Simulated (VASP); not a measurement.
# GaN (Fm-3m) in VASP: further runs, part 4 of 5

VASP 6.6.1. The steps go on from the part before.

## Step 48: Equation of state, r2SCAN, 10.03 Å³/atom

Contents of INCAR:

```
ADDGRID = False
ALGO = Normal
EDIFF = 1E-7
ENCUT = 400
ISIF = 2
ISMEAR = 0
LASPH = True
LCHARG = False
LMIXTAU = True
LREAL = False
LWAVE = False
METAGGA = R2SCAN
NELM = 100
PREC = Accurate
SIGMA = 0.5
```

Contents of KPOINTS:

```
k-points
0
Gamma
  6 6 6
```

Contents of POSCAR:

```
GaN
1.0
    0.0000000000      2.1563773156      2.1563773156
    2.1563773156      0.0000000000      2.1563773156
    2.1563773156      2.1563773156      0.0000000000
Ga N
1 1
Direct
    0.0000000000      0.0000000000      0.0000000000
    0.5000000000      0.5000000000      0.5000000000
```

Potentials or basis: VASP PAW PBE potentials, release 64 (Ga_d, N).

Started as:

```console
cat potpaw_PBE.64/Ga_d/POTCAR potpaw_PBE.64/N/POTCAR > POTCAR
mpirun -np 1 vasp_std > vasp.out
```

Run time: 33 s. Hardware: 1 thread of AMD EPYC 7R43 (Zen 3), shared host; peak memory 0.09 GiB.

These settings aren't checked as converged: the numbers below hold their error.

What came out:

* Free energy: -20.8929 eV
* Band gap on the k mesh: 0.69 eV, indirect (least direct gap 2.52 eV)

Caveat: the k mesh is coarse (spacing up to 0.42 Å⁻¹), so the values aren't converged; the cutoff is under 1.25 times the usual one of these potentials, so pressure, stress and relaxed cells hold a basis-set (Pulay) error; the PAW data sets were made with another functional, which shifts forces and pressure a little.

## Step 49: Equation of state, r2SCAN, 9.44 Å³/atom

INCAR, as its differences from that of step 48:

```diff
@@ -14,2 +14,2 @@
 PREC = Accurate
-SIGMA = 0.5
+SIGMA = 0.2
```

KPOINTS is that of step 48.

Contents of POSCAR:

```
GaN
1.0
    0.0000000000      2.1136654950      2.1136654950
    2.1136654950      0.0000000000      2.1136654950
    2.1136654950      2.1136654950      0.0000000000
Ga N
1 1
Direct
    0.0000000000      0.0000000000      0.0000000000
    0.5000000000      0.5000000000      0.5000000000
```

Started as:

```console
cat potpaw_PBE.64/Ga_d/POTCAR potpaw_PBE.64/N/POTCAR > POTCAR
mpirun -np 1 vasp_std > vasp.out
```

It took 33 s on 1 thread of AMD EPYC 7R43 (Zen 3), shared host; peak memory 0.09 GiB.

The run converged, but some of its settings lie outside the range that counts as converged, so its numbers aren't taken as properties of the crystal.

Results:

| Item | Value |
| --- | --- |
| Free energy | -20.9440 eV |
| Band gap on the k mesh | 1.07 eV, indirect (least direct gap 3.29 eV) |

Caveat: the k mesh is coarse (spacing up to 0.43 Å⁻¹), so the values aren't converged; the cutoff is under 1.25 times the usual one of these potentials, so pressure, stress and relaxed cells hold a basis-set (Pulay) error; the PAW data sets were made with another functional, which shifts forces and pressure a little.

## Step 50: Equation of state, r2SCAN, 10.03 Å³/atom

INCAR is that of step 49.

KPOINTS is that of step 49.

Contents of POSCAR:

```
GaN
1.0
    0.0000000000      2.1563773156      2.1563773156
    2.1563773156      0.0000000000      2.1563773156
    2.1563773156      2.1563773156      0.0000000000
Ga N
1 1
Direct
    0.0000000000      0.0000000000      0.0000000000
    0.5000000000      0.5000000000      0.5000000000
```

Started as:

```console
cat potpaw_PBE.64/Ga_d/POTCAR potpaw_PBE.64/N/POTCAR > POTCAR
mpirun -np 1 vasp_std > vasp.out
```

Run time: 32 s. Hardware: 1 thread of AMD EPYC 7R43 (Zen 3), shared host; peak memory 0.09 GiB.

These settings aren't checked as converged: the numbers below hold their error.

What came out:

```yaml
Free_energy: -20.8890 eV
Band_gap_on_the_k_mesh: 0.67 eV, indirect (least direct gap 2.51 eV)
```

Caveat: the k mesh is coarse (spacing up to 0.42 Å⁻¹), so the values aren't converged; the cutoff is under 1.25 times the usual one of these potentials, so pressure, stress and relaxed cells hold a basis-set (Pulay) error; the PAW data sets were made with another functional, which shifts forces and pressure a little.

## Step 51: Equation of state, r2SCAN, 9.44 Å³/atom

INCAR, as its differences from that of step 50:

```diff
@@ -14,2 +14,2 @@
 PREC = Accurate
-SIGMA = 0.2
+SIGMA = 0.1
```

KPOINTS is that of step 50.

Contents of POSCAR:

```
GaN
1.0
    0.0000000000      2.1136654950      2.1136654950
    2.1136654950      0.0000000000      2.1136654950
    2.1136654950      2.1136654950      0.0000000000
Ga N
1 1
Direct
    0.0000000000      0.0000000000      0.0000000000
    0.5000000000      0.5000000000      0.5000000000
```

Potentials or basis: VASP PAW PBE potentials, release 64 (Ga_d, N).

Started as:

```console
cat potpaw_PBE.64/Ga_d/POTCAR potpaw_PBE.64/N/POTCAR > POTCAR
mpirun -np 1 vasp_std > vasp.out
```

Wall time 34 s (1 thread of AMD EPYC 7R43 (Zen 3), shared host); peak memory 0.09 GiB.

These settings aren't checked as converged: the numbers below hold their error.

Results:

| Property | Result |
| --- | --- |
| Free energy | -20.9440 eV |
| Band gap on the k mesh | 1.07 eV, indirect (least direct gap 3.29 eV) |

Caveat: the k mesh is coarse (spacing up to 0.43 Å⁻¹), so the values aren't converged; the cutoff is under 1.25 times the usual one of these potentials, so pressure, stress and relaxed cells hold a basis-set (Pulay) error; the PAW data sets were made with another functional, which shifts forces and pressure a little.

## Step 52: Equation of state, r2SCAN, 10.03 Å³/atom

INCAR is that of step 51.

KPOINTS is that of step 51.

Contents of POSCAR:

```
GaN
1.0
    0.0000000000      2.1563773156      2.1563773156
    2.1563773156      0.0000000000      2.1563773156
    2.1563773156      2.1563773156      0.0000000000
Ga N
1 1
Direct
    0.0000000000      0.0000000000      0.0000000000
    0.5000000000      0.5000000000      0.5000000000
```

Started as:

```console
cat potpaw_PBE.64/Ga_d/POTCAR potpaw_PBE.64/N/POTCAR > POTCAR
mpirun -np 1 vasp_std > vasp.out
```

Run time: 36 s. Hardware: 1 thread of AMD EPYC 7R43 (Zen 3), shared host; peak memory 0.1 GiB.

These settings aren't checked as converged: the numbers below hold their error.

Results:

```yaml
Free_energy: -20.8890 eV
Band_gap_on_the_k_mesh: 0.67 eV, indirect (least direct gap 2.51 eV)
```

Caveat: the k mesh is coarse (spacing up to 0.42 Å⁻¹), so the values aren't converged; the cutoff is under 1.25 times the usual one of these potentials, so pressure, stress and relaxed cells hold a basis-set (Pulay) error; the PAW data sets were made with another functional, which shifts forces and pressure a little.

## Step 53: Equation of state, r2SCAN, 9.44 Å³/atom

INCAR, as its differences from that of step 52:

```diff
@@ -14,2 +14,2 @@
 PREC = Accurate
-SIGMA = 0.1
+SIGMA = 0.01
```

KPOINTS is that of step 52.

Contents of POSCAR:

```
GaN
1.0
    0.0000000000      2.1136654950      2.1136654950
    2.1136654950      0.0000000000      2.1136654950
    2.1136654950      2.1136654950      0.0000000000
Ga N
1 1
Direct
    0.0000000000      0.0000000000      0.0000000000
    0.5000000000      0.5000000000      0.5000000000
```

Started as:

```console
cat potpaw_PBE.64/Ga_d/POTCAR potpaw_PBE.64/N/POTCAR > POTCAR
mpirun -np 1 vasp_std > vasp.out
```

Run time: 36 s. Hardware: 1 thread of AMD EPYC 7R43 (Zen 3), shared host; peak memory 0.1 GiB.

The run converged, but some of its settings lie outside the range that counts as converged, so its numbers aren't taken as properties of the crystal.

What came out:

- Free energy: -20.9440 eV
- Band gap on the k mesh: 1.07 eV, indirect (least direct gap 3.29 eV)

Caveat: the k mesh is coarse (spacing up to 0.43 Å⁻¹), so the values aren't converged; the cutoff is under 1.25 times the usual one of these potentials, so pressure, stress and relaxed cells hold a basis-set (Pulay) error; the PAW data sets were made with another functional, which shifts forces and pressure a little.

## Step 54: Equation of state, r2SCAN, 10.03 Å³/atom

INCAR is that of step 53.

KPOINTS is that of step 53.

Contents of POSCAR:

```
GaN
1.0
    0.0000000000      2.1563773156      2.1563773156
    2.1563773156      0.0000000000      2.1563773156
    2.1563773156      2.1563773156      0.0000000000
Ga N
1 1
Direct
    0.0000000000      0.0000000000      0.0000000000
    0.5000000000      0.5000000000      0.5000000000
```

Potentials or basis: VASP PAW PBE potentials, release 64 (Ga_d, N).

Started as:

```console
cat potpaw_PBE.64/Ga_d/POTCAR potpaw_PBE.64/N/POTCAR > POTCAR
mpirun -np 1 vasp_std > vasp.out
```

Run time: 34 s. Hardware: 1 thread of AMD EPYC 7R43 (Zen 3), shared host; peak memory 0.09 GiB.

These settings aren't checked as converged: the numbers below hold their error.

What came out:

```yaml
Free_energy: -20.8890 eV
Band_gap_on_the_k_mesh: 0.67 eV, indirect (least direct gap 2.51 eV)
```

Caveat: the k mesh is coarse (spacing up to 0.42 Å⁻¹), so the values aren't converged; the cutoff is under 1.25 times the usual one of these potentials, so pressure, stress and relaxed cells hold a basis-set (Pulay) error; the PAW data sets were made with another functional, which shifts forces and pressure a little.

## Step 55: Equation of state, r2SCAN, 9.44 Å³/atom

INCAR, as its differences from that of step 54:

```diff
@@ -13,3 +13,3 @@
 NELM = 100
-PREC = Accurate
-SIGMA = 0.01
+PREC = Low
+SIGMA = 0.05
```

KPOINTS is that of step 54.

Contents of POSCAR:

```
GaN
1.0
    0.0000000000      2.1136654950      2.1136654950
    2.1136654950      0.0000000000      2.1136654950
    2.1136654950      2.1136654950      0.0000000000
Ga N
1 1
Direct
    0.0000000000      0.0000000000      0.0000000000
    0.5000000000      0.5000000000      0.5000000000
```

Started as:

```console
cat potpaw_PBE.64/Ga_d/POTCAR potpaw_PBE.64/N/POTCAR > POTCAR
mpirun -np 1 vasp_std > vasp.out
```

Wall time 25 s (1 thread of AMD EPYC 7R43 (Zen 3), shared host); peak memory 0.08 GiB.

The run converged, but some of its settings lie outside the range that counts as converged, so its numbers aren't taken as properties of the crystal.

Results:

```
Free energy            : -20.9516 eV
Band gap on the k mesh : 1.07 eV, indirect (least direct gap 3.28 eV)
```

Caveat: the k mesh is coarse (spacing up to 0.43 Å⁻¹), so the values aren't converged; the cutoff is under 1.25 times the usual one of these potentials, so pressure, stress and relaxed cells hold a basis-set (Pulay) error; the PAW data sets were made with another functional, which shifts forces and pressure a little.

## Step 56: Equation of state, r2SCAN, 10.03 Å³/atom

INCAR is that of step 55.

KPOINTS is that of step 55.

Contents of POSCAR:

```
GaN
1.0
    0.0000000000      2.1563773156      2.1563773156
    2.1563773156      0.0000000000      2.1563773156
    2.1563773156      2.1563773156      0.0000000000
Ga N
1 1
Direct
    0.0000000000      0.0000000000      0.0000000000
    0.5000000000      0.5000000000      0.5000000000
```

Started as:

```console
cat potpaw_PBE.64/Ga_d/POTCAR potpaw_PBE.64/N/POTCAR > POTCAR
mpirun -np 1 vasp_std > vasp.out
```

Wall time 24 s (1 thread of AMD EPYC 7R43 (Zen 3), shared host); peak memory 0.08 GiB.

The run converged, but some of its settings lie outside the range that counts as converged, so its numbers aren't taken as properties of the crystal.

What came out:

| Item | Value |
| --- | --- |
| Free energy | -20.8991 eV |
| Band gap on the k mesh | 0.67 eV, indirect (least direct gap 2.51 eV) |

Caveat: the k mesh is coarse (spacing up to 0.42 Å⁻¹), so the values aren't converged; the cutoff is under 1.25 times the usual one of these potentials, so pressure, stress and relaxed cells hold a basis-set (Pulay) error; the PAW data sets were made with another functional, which shifts forces and pressure a little.

## Step 57: Equation of state, r2SCAN, 9.44 Å³/atom

INCAR, as its differences from that of step 56:

```diff
@@ -13,3 +13,3 @@
 NELM = 100
-PREC = Low
+PREC = Normal
 SIGMA = 0.05
```

KPOINTS is that of step 56.

Contents of POSCAR:

```
GaN
1.0
    0.0000000000      2.1136654950      2.1136654950
    2.1136654950      0.0000000000      2.1136654950
    2.1136654950      2.1136654950      0.0000000000
Ga N
1 1
Direct
    0.0000000000      0.0000000000      0.0000000000
    0.5000000000      0.5000000000      0.5000000000
```

Potentials or basis: VASP PAW PBE potentials, release 64 (Ga_d, N).

Started as:

```console
cat potpaw_PBE.64/Ga_d/POTCAR potpaw_PBE.64/N/POTCAR > POTCAR
mpirun -np 1 vasp_std > vasp.out
```

Run time: 26 s. Hardware: 1 thread of AMD EPYC 7R43 (Zen 3), shared host; peak memory 0.08 GiB.

The run converged, but some of its settings lie outside the range that counts as converged, so its numbers aren't taken as properties of the crystal.

Results:

```yaml
Free_energy: -20.9467 eV
Band_gap_on_the_k_mesh: 1.08 eV, indirect (least direct gap 3.29 eV)
```

Caveat: the k mesh is coarse (spacing up to 0.43 Å⁻¹), so the values aren't converged; the cutoff is under 1.25 times the usual one of these potentials, so pressure, stress and relaxed cells hold a basis-set (Pulay) error; the PAW data sets were made with another functional, which shifts forces and pressure a little.

## Step 58: Equation of state, r2SCAN, 10.03 Å³/atom

INCAR is that of step 57.

KPOINTS is that of step 57.

Contents of POSCAR:

```
GaN
1.0
    0.0000000000      2.1563773156      2.1563773156
    2.1563773156      0.0000000000      2.1563773156
    2.1563773156      2.1563773156      0.0000000000
Ga N
1 1
Direct
    0.0000000000      0.0000000000      0.0000000000
    0.5000000000      0.5000000000      0.5000000000
```

Started as:

```console
cat potpaw_PBE.64/Ga_d/POTCAR potpaw_PBE.64/N/POTCAR > POTCAR
mpirun -np 1 vasp_std > vasp.out
```

Run time: 23 s. Hardware: 1 thread of AMD EPYC 7R43 (Zen 3), shared host; peak memory 0.08 GiB.

The run converged, but some of its settings lie outside the range that counts as converged, so its numbers aren't taken as properties of the crystal.

What came out:

* Free energy: -20.8904 eV
* Band gap on the k mesh: 0.67 eV, indirect (least direct gap 2.51 eV)

Caveat: the k mesh is coarse (spacing up to 0.42 Å⁻¹), so the values aren't converged; the cutoff is under 1.25 times the usual one of these potentials, so pressure, stress and relaxed cells hold a basis-set (Pulay) error; the PAW data sets were made with another functional, which shifts forces and pressure a little.

## Step 59: Equation of state, r2SCAN, 9.44 Å³/atom

INCAR, as its differences from that of step 58:

```diff
@@ -9,3 +9,3 @@
 LMIXTAU = True
-LREAL = False
+LREAL = Auto
 LWAVE = False
@@ -13,3 +13,3 @@
 NELM = 100
-PREC = Normal
+PREC = Accurate
 SIGMA = 0.05
```

KPOINTS is that of step 58.

Contents of POSCAR:

```
GaN
1.0
    0.0000000000      2.1136654950      2.1136654950
    2.1136654950      0.0000000000      2.1136654950
    2.1136654950      2.1136654950      0.0000000000
Ga N
1 1
Direct
    0.0000000000      0.0000000000      0.0000000000
    0.5000000000      0.5000000000      0.5000000000
```

Started as:

```console
cat potpaw_PBE.64/Ga_d/POTCAR potpaw_PBE.64/N/POTCAR > POTCAR
mpirun -np 1 vasp_std > vasp.out
```

It took 39 s on 1 thread of AMD EPYC 7R43 (Zen 3), shared host; peak memory 0.1 GiB.

These settings aren't checked as converged: the numbers below hold their error.

What came out:

```
Free energy            : -20.9449 eV
Band gap on the k mesh : 1.07 eV, indirect (least direct gap 3.29 eV)
```

Caveat: the k mesh is coarse (spacing up to 0.43 Å⁻¹), so the values aren't converged; the cutoff is under 1.25 times the usual one of these potentials, so pressure, stress and relaxed cells hold a basis-set (Pulay) error; the PAW data sets were made with another functional, which shifts forces and pressure a little.

## Step 60: Equation of state, r2SCAN, 10.03 Å³/atom

INCAR is that of step 59.

KPOINTS is that of step 59.

Contents of POSCAR:

```
GaN
1.0
    0.0000000000      2.1563773156      2.1563773156
    2.1563773156      0.0000000000      2.1563773156
    2.1563773156      2.1563773156      0.0000000000
Ga N
1 1
Direct
    0.0000000000      0.0000000000      0.0000000000
    0.5000000000      0.5000000000      0.5000000000
```

Potentials or basis: VASP PAW PBE potentials, release 64 (Ga_d, N).

Started as:

```console
cat potpaw_PBE.64/Ga_d/POTCAR potpaw_PBE.64/N/POTCAR > POTCAR
mpirun -np 1 vasp_std > vasp.out
```

Run time: 38 s. Hardware: 1 thread of AMD EPYC 7R43 (Zen 3), shared host; peak memory 0.09 GiB.

The run converged, but some of its settings lie outside the range that counts as converged, so its numbers aren't taken as properties of the crystal.

What came out:

* Free energy: -20.8900 eV
* Band gap on the k mesh: 0.67 eV, indirect (least direct gap 2.51 eV)

Caveat: the k mesh is coarse (spacing up to 0.42 Å⁻¹), so the values aren't converged; the cutoff is under 1.25 times the usual one of these potentials, so pressure, stress and relaxed cells hold a basis-set (Pulay) error; the PAW data sets were made with another functional, which shifts forces and pressure a little.

## Step 61: Equation of state, r2SCAN, 9.44 Å³/atom

INCAR, as its differences from that of step 60:

```diff
@@ -2,3 +2,3 @@
 ALGO = Normal
-EDIFF = 1E-7
+EDIFF = 0.01
 ENCUT = 400
@@ -9,3 +9,3 @@
 LMIXTAU = True
-LREAL = Auto
+LREAL = False
 LWAVE = False
```

KPOINTS is that of step 60.

Contents of POSCAR:

```
GaN
1.0
    0.0000000000      2.1136654950      2.1136654950
    2.1136654950      0.0000000000      2.1136654950
    2.1136654950      2.1136654950      0.0000000000
Ga N
1 1
Direct
    0.0000000000      0.0000000000      0.0000000000
    0.5000000000      0.5000000000      0.5000000000
```

Started as:

```console
cat potpaw_PBE.64/Ga_d/POTCAR potpaw_PBE.64/N/POTCAR > POTCAR
mpirun -np 1 vasp_std > vasp.out
```

Wall time 16 s (1 thread of AMD EPYC 7R43 (Zen 3), shared host); peak memory 0.09 GiB.

The run converged, but some of its settings lie outside the range that counts as converged, so its numbers aren't taken as properties of the crystal.

Results:

```
Free energy            : -20.9491 eV
Band gap on the k mesh : 1.02 eV, indirect (least direct gap 3.25 eV)
```

Caveat: the k mesh is coarse (spacing up to 0.43 Å⁻¹), so the values aren't converged; the cutoff is under 1.25 times the usual one of these potentials, so pressure, stress and relaxed cells hold a basis-set (Pulay) error; the PAW data sets were made with another functional, which shifts forces and pressure a little.

## Step 62: Equation of state, r2SCAN, 10.03 Å³/atom

INCAR is that of step 61.

KPOINTS is that of step 61.

Contents of POSCAR:

```
GaN
1.0
    0.0000000000      2.1563773156      2.1563773156
    2.1563773156      0.0000000000      2.1563773156
    2.1563773156      2.1563773156      0.0000000000
Ga N
1 1
Direct
    0.0000000000      0.0000000000      0.0000000000
    0.5000000000      0.5000000000      0.5000000000
```

Started as:

```console
cat potpaw_PBE.64/Ga_d/POTCAR potpaw_PBE.64/N/POTCAR > POTCAR
mpirun -np 1 vasp_std > vasp.out
```

It took 16 s on 1 thread of AMD EPYC 7R43 (Zen 3), shared host; peak memory 0.09 GiB.

These settings aren't checked as converged: the numbers below hold their error.

What came out:

- Free energy: -20.8943 eV
- Band gap on the k mesh: 0.61 eV, indirect (least direct gap 2.48 eV)

Caveat: the k mesh is coarse (spacing up to 0.42 Å⁻¹), so the values aren't converged; the cutoff is under 1.25 times the usual one of these potentials, so pressure, stress and relaxed cells hold a basis-set (Pulay) error; the PAW data sets were made with another functional, which shifts forces and pressure a little.

## Step 63: Equation of state, r2SCAN, 9.44 Å³/atom

INCAR, as its differences from that of step 62:

```diff
@@ -2,3 +2,3 @@
 ALGO = Normal
-EDIFF = 0.01
+EDIFF = 0.001
 ENCUT = 400
```

KPOINTS is that of step 62.

Contents of POSCAR:

```
GaN
1.0
    0.0000000000      2.1136654950      2.1136654950
    2.1136654950      0.0000000000      2.1136654950
    2.1136654950      2.1136654950      0.0000000000
Ga N
1 1
Direct
    0.0000000000      0.0000000000      0.0000000000
    0.5000000000      0.5000000000      0.5000000000
```

Potentials or basis: VASP PAW PBE potentials, release 64 (Ga_d, N).

Started as:

```console
cat potpaw_PBE.64/Ga_d/POTCAR potpaw_PBE.64/N/POTCAR > POTCAR
mpirun -np 1 vasp_std > vasp.out
```

Run time: 16 s. Hardware: 1 thread of AMD EPYC 7R43 (Zen 3), shared host; peak memory 0.09 GiB.

The run converged, but some of its settings lie outside the range that counts as converged, so its numbers aren't taken as properties of the crystal.

Results:

| Item | Value |
| --- | --- |
| Free energy | -20.9492 eV |
| Band gap on the k mesh | 1.02 eV, indirect (least direct gap 3.25 eV) |

Caveat: the k mesh is coarse (spacing up to 0.43 Å⁻¹), so the values aren't converged; the cutoff is under 1.25 times the usual one of these potentials, so pressure, stress and relaxed cells hold a basis-set (Pulay) error; the PAW data sets were made with another functional, which shifts forces and pressure a little.

## Step 64: Equation of state, r2SCAN, 10.03 Å³/atom

INCAR is that of step 63.

KPOINTS is that of step 63.

Contents of POSCAR:

```
GaN
1.0
    0.0000000000      2.1563773156      2.1563773156
    2.1563773156      0.0000000000      2.1563773156
    2.1563773156      2.1563773156      0.0000000000
Ga N
1 1
Direct
    0.0000000000      0.0000000000      0.0000000000
    0.5000000000      0.5000000000      0.5000000000
```

Started as:

```console
cat potpaw_PBE.64/Ga_d/POTCAR potpaw_PBE.64/N/POTCAR > POTCAR
mpirun -np 1 vasp_std > vasp.out
```

It took 15 s on 1 thread of AMD EPYC 7R43 (Zen 3), shared host; peak memory 0.1 GiB.

These settings aren't checked as converged: the numbers below hold their error.

What came out:

```
Free energy            : -20.8943 eV
Band gap on the k mesh : 0.61 eV, indirect (least direct gap 2.48 eV)
```

Caveat: the k mesh is coarse (spacing up to 0.42 Å⁻¹), so the values aren't converged; the cutoff is under 1.25 times the usual one of these potentials, so pressure, stress and relaxed cells hold a basis-set (Pulay) error; the PAW data sets were made with another functional, which shifts forces and pressure a little.

[end of part 4 of 5]
